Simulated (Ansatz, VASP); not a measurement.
# K in VASP and in Ansatz

```
K
1.0
     3.45127    0.00000    0.00000
    -1.72564    2.98889    0.00000
     0.00000    0.00000   11.41324
K
4
Cartesian
  0.0000 0.0000 0.0000
  0.0000 1.9926 8.5599
  0.0000 0.0000 5.7066
  1.7256 0.9963 2.8533
```

Alike in both runs: functional PBEsol; k mesh 12 × 12 × 4; occupations gaussian, width 0.1 eV; no spin polarisation.

Ansatz relaxed the structure, and its values are those at the end. VASP's run is a single point on that final structure, the one shown.

```csv
,VASP,Ansatz
version,VASP 6.6.1,Ansatz 0.2.0
potentials or method,"VASP PAW PBE potentials, release 64 (K_sv)","scalar-relativistic, plane waves, PAW"
plane-wave cutoff (eV),520,420
valence electrons in the cell,36,36
```

```csv
,VASP,Ansatz,Ansatz less VASP
gap on the k mesh at the Fermi level (eV),none,none,-
pressure (GPa),15.0,15.0,-0.03
```

A gap of «none» marks a metal or a gap that the smearing closes.

Caveats: so large a pressure means that the cell lies far from this level's equilibrium, or that cutoff or potentials fall short (VASP); the potentials were made for another functional, which shifts forces and pressure (VASP).
